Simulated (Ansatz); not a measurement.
# ZnSe: energy and pressure over a range of volumes

Aim: scale the cell of ZnSe up and down at fixed shape and fractional positions, and get the equilibrium volume and bulk modulus with LAPW, PAW and all-electron datasets made for the crystal.

Program: Ansatz 0.2.0. Level of theory: DFT LDA, scalar-relativistic. These are calculated values, not measurements.

### 1 The structure to begin with

The structure is cubic, space group F-43m (No. 216). The conventional cell has a = 5.668 Å, b = 5.668 Å, c = 5.668 Å, α = 90.00°, β = 90.00°, γ = 90.00°. Zn (site symmetry -43m) is surrounded by 4 Se at 2.45 Å. Around Se (site symmetry -43m) lie 4 Zn at 2.45 Å.

Structure file:

```
CELL_PARAMETERS angstrom
0.00000 2.83380 2.83380
2.83380 0.00000 2.83380
2.83380 2.83380 0.00000
ATOMIC_POSITIONS crystal
Zn 0.00000 0.00000 0.00000
Se 0.75000 0.75000 0.75000
```

Atoms are numbered in the order of the input: Zn1, Se2.

### 2 Volume × 0.96, LAPW

input.yaml reads:

```yaml
crystal:
  lattice:
    - [0.0, 2.7955007105, 2.7955007105]
    - [2.7955007105, 0.0, 2.7955007105]
    - [2.7955007105, 2.7955007105, 0.0]
  atoms:
    - { symbol: Zn, position: [0.0, 0.0, 0.0] }
    - { symbol: Se, position: [0.75, 0.75, 0.75] }
kpoints:
  mp_grid: { grid: [8, 8, 8] }
  band_path:
    path:
      - [0.0, 0.0, 0.0]
      - [-0.5, -0.5, 0.0]
      - [-0.375, -0.375, 0.25]
      - [-0.375, 0.0, 0.375]
      - [0.0, 0.0, 0.0]
      - [0.0, 0.0, 0.5]
      - [-0.5, -0.25, 0.25]
      - [-0.5, -0.5, 0.0]
    npoints: 5
scf:
  occupations: { method: fermi_dirac, width: 0.03 }
hamiltonian:
  xc: lda
  pseudopotentials: { kind: all_electron, lapw: { basis_error: 0.00025 } }
output:
  forces: true
  stress: true
  eigenvalues: true
```

Run with:

```bash
ansatz run input.yaml --threads 1 --pin off --max-ram 3072MiB --backend cpu --events-out ev --progress --plain --runs-dir out
```

What it wrote, cut to the lines that bear on the results:

```text
LAPW: plane waves up to 9.919 Å⁻¹, error target 2.5e-4 eV per atom; small_component_spin mean_spin; Zn in spheres of 1.225 Å, 20 of its electrons in bands, Dirac shells []; Se in spheres of 1.196 Å, 24 of its electrons in bands, Dirac shells []
[...]
Pseudopotentials: kind: all_electron
Pseudopotential: Zn, LAPW, valence charge 20, Koelling and Harmon's equation, gaussian nucleus
Pseudopotential: Se, LAPW, valence charge 24, Koelling and Harmon's equation, gaussian nucleus
Functional definition: SPW92
[...]
Crystal: 2 atoms, lattice volume = 43.693 Å³
Basis set: ecut = 374.86737228303997 eV, 725 PW (Γ), exchange–correlation at level 2
Bands: 27, of which v1, the nominal top of the filled ones, is band 22 counted from 1 (21 counted from 0)
Symmetry: 24 space group operations
Space group: F-43m (ITA 216), of the structure as read, at distance tolerance 3.5e-5 Å
k-points: 29 of 512 (time reversal used)
[...]
SCF iter   1: F=—  HF=-114841.969422 eV  |F-HF|=—  |Δ(HF+E_count)|=         —  Δρ=3.06e-2  dr2=6.35e-1  ethr=1.44e-3  ⟨swp⟩=2.0  Hψ=4937  notcnv=0
[...]
the basis was enlarged: its passes take 209.3 KiB over the memory plan, 1 of 1 planned eigensolver slots
[...]
SCF iter   7: F=-114841.657380 eV  HF=-114841.657380 eV  |F-HF|=3.22e-8  |Δ(HF+E_count)|=   1.13e-7  Δρ=5.15e-6  dr2=8.71e-9  ethr=1.93e-9  ⟨swp⟩=2.0  Hψ=2215  notcnv=0
[...]
NSCF: frozen V_eff on 36 k-points
SCF converged after 7 iterations
Free energy (F): -114841.657380 eV
[...]
E sigma→0 (E₀):  -114841.657380 eV
Fermi energy:    8.966062 eV
[...]
--- Forces (eV/Å), atoms counted from 1 ---
  atom   1  Zn     0.00000000    -0.00000000     0.00000000
  atom   2  Se    -0.00000000     0.00000000     0.00000000
[...]
--- Stress (GPa, compression-positive) ---
       -0.862882      -0.000000      -0.000000
       -0.000000      -0.862882       0.000000
       -0.000000       0.000000      -0.862882
  P = ⅓ Tr σ = -0.8629 GPa (-8.629 kbar)
--- Band table (eV; the first three rows and the last of 29) ---
  k-point 0: bands = ["-197.9452", "-137.9822", "-137.9822", "-137.9822", "-116.1859", "-70.8189", "-70.8189", "-70.8189", "-38.7446", "-38.7446", "-38.7446", "-38.7391", "-38.7391", "-5.2394", "1.5388", "1.5388", "1.5388", "1.9371", "1.9371", "8.3504", "8.3504", "8.3504", "9.5481", [...]
[...]
```

Run time: 19 s. Hardware: 1 thread of Intel Xeon Platinum 8375C at 2.90GHz (Ice Lake), shared host; peak memory 0.37 GiB.

This run gives: pressure -0.86 GPa; gap 1.20 eV, direct at Γ.

### 3 Volume × 0.96, PAW

input.yaml reads:

```yaml
crystal:
  lattice:
    - [0.0, 2.7955007105, 2.7955007105]
    - [2.7955007105, 0.0, 2.7955007105]
    - [2.7955007105, 2.7955007105, 0.0]
  atoms:
    - { symbol: Zn, position: [0.0, 0.0, 0.0] }
    - { symbol: Se, position: [0.75, 0.75, 0.75] }
kpoints:
  mp_grid: { grid: [8, 8, 8] }
scf:
  occupations: { method: fermi_dirac, width: 0.03 }
hamiltonian:
  xc: lda
  pseudopotentials: { kind: paw }
output:
  forces: true
  stress: true
  eigenvalues: true
  efg: { contact_densities: true }
```

Run with:

```bash
ansatz run input.yaml --threads 1 --pin off --max-ram 3072MiB --backend cpu --events-out ev --progress --plain --runs-dir out
```

What it wrote, cut to the lines that bear on the results:

```text
[...]
Pseudopotentials: kind: paw
Pseudopotential: Zn, paw, valence charge 12, recommended cutoff 420 eV (normal)
Pseudopotential: Se, paw, valence charge 16, recommended cutoff 420 eV (normal)
[... 1 set-up line as earlier in the session ...]
[...]
Crystal: 2 atoms, lattice volume = 43.693 Å³
Basis set: ecut = 420 eV, 869 PW (Γ)
Bands: 18, of which v1, the nominal top of the filled ones, is band 14 counted from 1 (13 counted from 0)
[... 2 set-up lines as earlier in the session ...]
k-points: 29 of 512 (time reversal used)
[...]
SCF iter   1: F=—  HF=-8630.851140 eV  |F-HF|=—  |Δ(HF+E_count)|=         —  Δρ=5.37e-3  dr2=7.18e-3  ethr=1.77e-3  ⟨swp⟩=5.8  Hψ=2692  notcnv=0
[...]
  atom   1  Zn    -0.00000000     0.00000000    -0.00000000
  atom   2  Se     0.00000000    -0.00000000     0.00000000
[...]
--- Stress (GPa, compression-positive) ---
       -0.881835      -0.000000       0.000000
        0.000000      -0.881835       0.000000
       -0.000000       0.000000      -0.881835
  P = ⅓ Tr σ = -0.8818 GPa (-8.818 kbar)
--- PAW observables at the nuclei: V_zz in 10²¹ V/m², potentials from the cell's mean, atoms counted from 1 ---
  atom   1  Zn V_zz =    +0.000000   η = 0.0000   by run symmetry: forbidden
            electrostatic potential = -3942.373295 V   contact ρ = 165745.459510 e/Å³
  atom   2  Se V_zz =    +0.000000   η = 0.0000   by run symmetry: forbidden
            electrostatic potential = -4709.908044 V   contact ρ = 261617.889651 e/Å³
--- Band table (eV; the first three rows and the last of 29) ---
  k-point 0: bands = ["-40.1104", "-40.1104", "-40.1104", "-40.1051", "-40.1051", "-6.5644", "0.2119", "0.2119", "0.2119", "0.6097", "0.6097", "7.0255", "7.0255", "7.0255", "8.2228", "12.7294", "12.7294", "12.7294"]
[...]
```

Run time: 3.1 s. Hardware: 1 thread of Intel Xeon Platinum 8375C at 2.90GHz (Ice Lake), shared host; peak memory 0.4 GiB.

In short: pressure -0.88 GPa; gap on the k mesh 1.20 eV.

### 4 Volume × 0.96, crystal datasets

input.yaml, as its differences from that of step 3:

```diff
@@ -14,3 +14,3 @@
   xc: lda
-  pseudopotentials: { kind: paw }
+  pseudopotentials: { kind: all_electron, datasets: crystal }
 output:
```

Run with:

```bash
ansatz run input.yaml --threads 1 --pin off --max-ram 3072MiB --backend cpu --events-out ev --progress --plain --runs-dir out
```

What it wrote, cut to the lines that bear on the results:

```text
[...]
[... 1 set-up line as earlier in the session ...]
Pseudopotential: Zn, paw, valence charge 12, recommended cutoff 220 eV (normal), Koelling and Harmon's equation, gaussian nucleus
Pseudopotential: Se, paw, valence charge 16, recommended cutoff 220 eV (normal), Koelling and Harmon's equation, gaussian nucleus
[... 1 set-up line as earlier in the session ...]
[...]
Crystal: 2 atoms, lattice volume = 43.693 Å³
Basis set: ecut = 220 eV, 331 PW (Γ)
Bands: 13, of which v1, the nominal top of the filled ones, is band 9 counted from 1 (8 counted from 0)
[... 2 set-up lines as earlier in the session ...]
k-points: 29 of 512 (time reversal used)
[...]
SCF iter   1: F=—  HF=-114841.956538 eV  |F-HF|=—  |Δ(HF+E_count)|=         —  Δρ=3.49e-2  dr2=7.91e-1  ethr=4.55e-3  ⟨swp⟩=3.1  Hψ=2203  notcnv=0
[...]
  atom   1  Zn    -0.00000000     0.00000000     0.00000000
  atom   2  Se     0.00000000    -0.00000000     0.00000000
[...]
--- Stress (GPa, compression-positive) ---
       -0.862849       0.000000       0.000000
        0.000000      -0.862849       0.000000
       -0.000000       0.000000      -0.862849
  P = ⅓ Tr σ = -0.8628 GPa (-8.628 kbar)
  It holds what live shells' own plane waves past their cutoff add
--- PAW observables at the nuclei: V_zz in 10²¹ V/m², potentials from the cell's mean, atoms counted from 1 ---
  atom   1  Zn V_zz =    -0.000000   η = 0.0000   by run symmetry: forbidden
            electrostatic potential = -3938.911352 V   contact ρ = 165813.963518 e/Å³
  atom   2  Se V_zz =    +0.000000   η = 0.0000   by run symmetry: forbidden
            electrostatic potential = -4706.387877 V   contact ρ = 261683.625913 e/Å³
--- Band table (eV; the first three rows and the last of 29) ---
  k-point 0: bands = ["-5.2394", "1.5392", "1.5392", "1.5392", "1.9376", "1.9376", "8.3504", "8.3504", "8.3504", "9.5481", "14.0552"]
[...]
```

It took 6.8 s on 1 thread of Intel Xeon Platinum 8375C at 2.90GHz (Ice Lake), shared host; peak memory 0.54 GiB.

Result: pressure -0.86 GPa; gap on the k mesh 1.20 eV.

### 5 Volume × 0.99, LAPW

input.yaml reads:

```yaml
crystal:
  lattice:
    - [0.0, 2.8243223372, 2.8243223372]
    - [2.8243223372, 0.0, 2.8243223372]
    - [2.8243223372, 2.8243223372, 0.0]
  atoms:
    - { symbol: Zn, position: [0.0, 0.0, 0.0] }
    - { symbol: Se, position: [0.75, 0.75, 0.75] }
kpoints:
  mp_grid: { grid: [8, 8, 8] }
  band_path:
    path:
      - [0.0, 0.0, 0.0]
      - [-0.5, -0.5, 0.0]
      - [-0.375, -0.375, 0.25]
      - [-0.375, 0.0, 0.375]
      - [0.0, 0.0, 0.0]
      - [0.0, 0.0, 0.5]
      - [-0.5, -0.25, 0.25]
      - [-0.5, -0.5, 0.0]
    npoints: 5
scf:
  occupations: { method: fermi_dirac, width: 0.03 }
hamiltonian:
  xc: lda
  pseudopotentials: { kind: all_electron, lapw: { basis_error: 0.00025 } }
output:
  forces: true
  stress: true
  eigenvalues: true
```

Run with:

```bash
ansatz run input.yaml --threads 1 --pin off --max-ram 3072MiB --backend cpu --events-out ev --progress --plain --runs-dir out
```

What it wrote, cut to the lines that bear on the results:

```text
LAPW: plane waves up to 9.795 Å⁻¹, error target 2.5e-4 eV per atom; small_component_spin mean_spin; Zn in spheres of 1.239 Å, 20 of its electrons in bands, Dirac shells []; Se in spheres of 1.207 Å, 24 of its electrons in bands, Dirac shells []
[...]
[... 4 set-up lines as earlier in the session ...]
[...]
Crystal: 2 atoms, lattice volume = 45.058 Å³
Basis set: ecut = 365.50410070840036 eV, 725 PW (Γ), exchange–correlation at level 2
Bands: 27, of which v1, the nominal top of the filled ones, is band 22 counted from 1 (21 counted from 0)
[... 1 set-up line as earlier in the session ...]
Space group: F-43m (ITA 216), of the structure as read, at distance tolerance 3.6e-5 Å
[...]
the basis was enlarged: its passes take 209.3 KiB over the memory plan, 1 of 1 planned eigensolver slots
[...]
SCF iter   7: F=-114841.641509 eV  HF=-114841.641509 eV  |F-HF|=2.97e-8  |Δ(HF+E_count)|=   1.28e-7  Δρ=5.59e-6  dr2=9.22e-9  ethr=1.94e-9  ⟨swp⟩=2.0  Hψ=2230  notcnv=0
[...]
NSCF: frozen V_eff on 36 k-points
SCF converged after 7 iterations
Free energy (F): -114841.641509 eV
[...]
E sigma→0 (E₀):  -114841.641509 eV
Fermi energy:    8.430377 eV
[...]
--- Forces (eV/Å), atoms counted from 1 ---
  atom   1  Zn     0.00000000     0.00000000    -0.00000000
  atom   2  Se    -0.00000000     0.00000000     0.00000000
[...]
--- Stress (GPa, compression-positive) ---
       -2.802511       0.000000      -0.000000
        0.000000      -2.802511       0.000000
       -0.000000       0.000000      -2.802511
  P = ⅓ Tr σ = -2.8025 GPa (-28.025 kbar)
--- Band table (eV; the first three rows and the last of 29) ---
[... band rows left out ...]
[...]
```

Wall time 19 s (1 thread of Intel Xeon Platinum 8375C at 2.90GHz (Ice Lake), shared host); peak memory 0.36 GiB.

Read from it: pressure -2.80 GPa; gap 1.07 eV, direct at Γ.

### 6 Volume × 0.99, PAW

input.yaml reads:

```yaml
crystal:
  lattice:
    - [0.0, 2.8243223372, 2.8243223372]
    - [2.8243223372, 0.0, 2.8243223372]
    - [2.8243223372, 2.8243223372, 0.0]
  atoms:
    - { symbol: Zn, position: [0.0, 0.0, 0.0] }
    - { symbol: Se, position: [0.75, 0.75, 0.75] }
kpoints:
  mp_grid: { grid: [8, 8, 8] }
scf:
  occupations: { method: fermi_dirac, width: 0.03 }
hamiltonian:
  xc: lda
  pseudopotentials: { kind: paw }
output:
  forces: true
  stress: true
  eigenvalues: true
  efg: { contact_densities: true }
  write_density: true
  write_potential: true
  elf: true
  volumetric_format: npy
```

Run with:

```bash
ansatz run input.yaml --threads 1 --pin off --max-ram 3072MiB --backend cpu --events-out ev --progress --plain --runs-dir out
```

What it wrote, cut to the lines that bear on the results:

```text
[...]
[... 4 set-up lines as earlier in the session ...]
[...]
Crystal: 2 atoms, lattice volume = 45.058 Å³
Basis set: ecut = 420 eV, 893 PW (Γ)
Bands: 18, of which v1, the nominal top of the filled ones, is band 14 counted from 1 (13 counted from 0)
[... 2 set-up lines as earlier in the session ...]
k-points: 29 of 512 (time reversal used)
[...]
SCF iter   1: F=—  HF=-8630.835252 eV  |F-HF|=—  |Δ(HF+E_count)|=         —  Δρ=5.36e-3  dr2=7.76e-3  ethr=1.77e-3  ⟨swp⟩=5.9  Hψ=2655  notcnv=0
[...]
  atom   1  Zn    -0.00000000     0.00000000     0.00000000
  atom   2  Se     0.00000000    -0.00000000     0.00000000
[...]
--- Stress (GPa, compression-positive) ---
       -2.820963       0.000000      -0.000000
       -0.000000      -2.820963       0.000000
       -0.000000       0.000000      -2.820963
  P = ⅓ Tr σ = -2.8210 GPa (-28.210 kbar)
--- PAW observables at the nuclei: V_zz in 10²¹ V/m², potentials from the cell's mean, atoms counted from 1 ---
  atom   1  Zn V_zz =    -0.000000   η = 0.0000   by run symmetry: forbidden
            electrostatic potential = -3941.964547 V   contact ρ = 165744.856740 e/Å³
  atom   2  Se V_zz =    -0.000000   η = 0.0000   by run symmetry: forbidden
            electrostatic potential = -4709.483967 V   contact ρ = 261618.914541 e/Å³
--- Band table (eV; the first three rows and the last of 29) ---
  k-point 0: bands = ["-40.4795", "-40.4795", "-40.4795", "-40.4748", "-40.4748", "-6.7929", "-0.1026", "-0.1026", "-0.1026", "0.2666", "0.2666", "6.5921", "6.5921", "6.5921", "7.6641", "12.3060", "12.3060", "12.3060"]
[...]
```

It took 3.5 s on 1 thread of Intel Xeon Platinum 8375C at 2.90GHz (Ice Lake), shared host; peak memory 0.41 GiB.

Result: pressure -2.82 GPa; gap on the k mesh 1.07 eV.

### 7 Volume × 0.99, crystal datasets

input.yaml, as its differences from that of step 6:

```diff
@@ -14,3 +14,3 @@
   xc: lda
-  pseudopotentials: { kind: paw }
+  pseudopotentials: { kind: all_electron, datasets: crystal }
 output:
@@ -20,5 +20 @@
   efg: { contact_densities: true }
-  write_density: true
-  write_potential: true
-  elf: true
-  volumetric_format: npy
```

Run with:

```bash
ansatz run input.yaml --threads 1 --pin off --max-ram 3072MiB --backend cpu --events-out ev --progress --plain --runs-dir out
```

What it wrote:

```text
hamiltonian.pseudopotentials.datasets: crystal makes datasets for this crystal and solves the spheres of its atoms anew in each pass: cutoff 220.0 eV, the density's 1100.0 eV; for an error of 0.50 meV an atom under PBE, 1.0 meV for the cell; an energy difference from a run of another recipe may be off by several times the error for the cell, under r2SCAN by more, where some 0.1 meV an atom stays at smaller errors; Zn in spheres of 1.376 Å, 12 of its electrons in bands; Se in spheres of 1.069 Å, 6 of its electrons in bands, 10 on its site; only band paths and densities of states list, in semicore columns, the levels of the semicore shells that are solved separately: 3d of Se
Engine: ansatz 0.2.0
[... 4 set-up lines as earlier in the session ...]
  exchange = slater_x
  correlation = pw_c
Crystal: 2 atoms, lattice volume = 45.058 Å³
Basis set: ecut = 220 eV, 331 PW (Γ)
Bands: 13, of which v1, the nominal top of the filled ones, is band 9 counted from 1 (8 counted from 0)
[... 2 set-up lines as earlier in the session ...]
k-points: 29 of 512 (time reversal used)
Non-local potential: Zn, projectors of the file, l = 0: 1, l = 1: 1, l = 2: 2
Non-local potential: Se, projectors of the file, l = 0: 1, l = 1: 1
PAW form: soft (Blöchl's): semilocal exchange-correlation on the pseudo side does not see the compensation charge
PAW one-centre angular grid: Zn, 590 points (default); XC on its mesh's 1925 points in the sphere
PAW one-centre angular grid: Se, 110 points (default); XC on its mesh's 1819 points in the sphere
Initial density: superposition of atomic densities (neutral atoms: chi_scale 0, normalization atom)
Initial wavefunctions: pseudopotential atomic-orbital guess
Functional: x = slater, c = lda
iter 1 solved again at ethr=4.54e-3 eV; its pass at ethr=1.00e-1 eV (dr2=8.17e-1 eV) is discarded
SCF iter   1: F=—  HF=-114841.935732 eV  |F-HF|=—  |Δ(HF+E_count)|=         —  Δρ=3.38e-2  dr2=7.99e-1  ethr=4.54e-3  ⟨swp⟩=3.1  Hψ=2200  notcnv=0
preconditioner: auto → none  [insulator: Δε(μ)=1.339 eV  Ē_g=11.344 eV  σ=0.030 eV  W_gap=1.00  n_scr=14 (ndim 8)  ℏωp=23.5 eV  f_vac=0.000  D(μ)=0.00/eV (n_scr^D=0)  ε∞_Penn≈5.3]
iter 2 solved again at ethr=2.24e-4 eV; its pass at ethr=4.44e-3 eV (dr2=4.03e-2 eV) is discarded
SCF iter   2: F=—  HF=-114841.670468 eV  |F-HF|=—  |Δ(HF+E_count)|=   2.65e-1  Δρ=1.13e-2  dr2=4.10e-2  ethr=2.24e-4  ⟨swp⟩=2.4  Hψ=1733  notcnv=0  defer=1
SCF iter   3: F=—  HF=-114841.646802 eV  |F-HF|=—  |Δ(HF+E_count)|=   2.37e-2  Δρ=5.83e-3  dr2=1.51e-2  ethr=2.24e-4  ⟨swp⟩=3.0  Hψ=1082  notcnv=0
SCF iter   4: F=—  HF=-114841.640109 eV  |F-HF|=—  |Δ(HF+E_count)|=   6.69e-3  Δρ=1.26e-3  dr2=5.64e-4  ethr=8.40e-5  ⟨swp⟩=3.0  Hψ=1092  notcnv=0
SCF iter   5: F=—  HF=-114841.641659 eV  |F-HF|=—  |Δ(HF+E_count)|=   1.55e-3  Δρ=3.81e-4  dr2=2.67e-5  ethr=3.13e-6  ⟨swp⟩=3.0  Hψ=895  notcnv=0
SCF iter   6: F=—  HF=-114841.641700 eV  |F-HF|=—  |Δ(HF+E_count)|=   4.11e-5  Δρ=1.88e-4  dr2=6.58e-6  ethr=1.49e-7  ⟨swp⟩=3.0  Hψ=874  notcnv=0
SCF iter   7: F=—  HF=-114841.641715 eV  |F-HF|=—  |Δ(HF+E_count)|=   1.48e-5  Δρ=3.37e-5  dr2=8.94e-7  ethr=3.66e-8  ⟨swp⟩=3.0  Hψ=789  notcnv=0
SCF iter   8: F=—  HF=-114841.641714 eV  |F-HF|=—  |Δ(HF+E_count)|=   9.91e-7  Δρ=7.21e-6  dr2=1.68e-8  ethr=4.97e-9  ⟨swp⟩=3.0  Hψ=871  notcnv=0
SCF iter   9: F=-114841.641714 eV  HF=-114841.641714 eV  |F-HF|=5.68e-10  |Δ(HF+E_count)|=   1.53e-9  Δρ=9.54e-7  dr2=3.33e-10  ethr=9.34e-11  ⟨swp⟩=3.0  Hψ=883  notcnv=0
SCF 1 converged in 9 iterations: F = -114841.641706 eV  dr2 = 3.33e-10
  Residual-converged pass: ⟨swp⟩=2.3  Hψ=563  notcnv=0  max |occ|·‖R‖ = 5.2e-6 eV (tolerance 5.3e-6 eV)  dr2=3.35e-10  dr2_onsite=1.08e-8  max |Δocc| = 1.4e-13
SCF converged after 9 iterations
Free energy (F): -114841.641706 eV
Harris-Foulkes:  -114841.641706 eV  (|F-HF|=5.68e-10)
Internal energy: -114841.641706 eV  (E = F + TS)
E sigma→0 (E₀):  -114841.641706 eV
Past the cutoff: the bands carry plane waves up to 1.75 times it, of which those up to 1.5 times it add -0.000443 eV an atom, each by itself; the spheres take 0.000519 eV an atom off the energy for waves past 1.75 times it
By the cutoff:   a pressure is off by up to 0.009 GPa (1.2 times the spheres' own share and the shells' term, over an atom's volume, and 0.004 GPa: a bound that held against runs at twice the plane waves)
Past the cutoffs: a stress includes 0.0035 GPa for waves and charges beyond them, in addition to the slope of what the spheres take
In the spheres:  the bands' charges fall short by 3.0e-6 e at most (sound up to 1e-3), those of shells solved beside the bands by 9.9e-8 e (sound up to 5e-4)
Fermi energy:    8.430424 eV
--- Per-component energies (eV) ---
  The terms above E_closure are by the made datasets' own strengths, without shells solved beside the bands.
--- Forces (eV/Å), atoms counted from 1 ---
  atom   1  Zn    -0.00000000    -0.00000000    -0.00000000
  atom   2  Se     0.00000000    -0.00000000     0.00000000
  max |Σ_I F_I| component: 1.11e-16 eV/Å
--- Stress (GPa, compression-positive) ---
       -2.803137      -0.000000      -0.000000
       -0.000000      -2.803137       0.000000
       -0.000000       0.000000      -2.803137
  P = ⅓ Tr σ = -2.8031 GPa (-28.031 kbar)
  It holds what live shells' own plane waves past their cutoff add
--- PAW observables at the nuclei: V_zz in 10²¹ V/m², potentials from the cell's mean, atoms counted from 1 ---
  atom   1  Zn V_zz =    -0.000000   η = 0.0000   by run symmetry: forbidden
            electrostatic potential = -3938.501773 V   contact ρ = 165813.364648 e/Å³
  atom   2  Se V_zz =    +0.000000   η = 0.0000   by run symmetry: forbidden
            electrostatic potential = -4705.967083 V   contact ρ = 261684.650133 e/Å³
--- Band table (eV; the first three rows and the last of 29) ---
  k-point 0: bands = ["-5.5077", "1.1847", "1.1847", "1.1847", "1.5544", "1.5544", "7.8773", "7.8773", "7.8773", "8.9496", "13.5921"]
  k-point 1: bands = ["-5.4050", "1.1911", "1.2007", "1.2007", "1.5529", "1.5529", "6.4887", "7.7210", "7.7210", "9.9936", "13.5097"]
  k-point 2: bands = ["-5.1380", "1.2357", "1.2357", "1.2457", "1.5543", "1.5543", "4.7355", "7.3884", "7.3884", "10.4617", "14.2319"]
  k-point 28: bands = ["-4.4221", "1.3014", "1.3907", "1.5223", "1.5238", "1.8632", "3.0817", "5.0383", "5.1360", "13.2255", "13.3691"]
```

Wall time 6.5 s (1 thread of Intel Xeon Platinum 8375C at 2.90GHz (Ice Lake), shared host); peak memory 0.54 GiB.

In short: pressure -2.80 GPa; gap on the k mesh 1.07 eV.

(Part 1 of 2 ends here.)
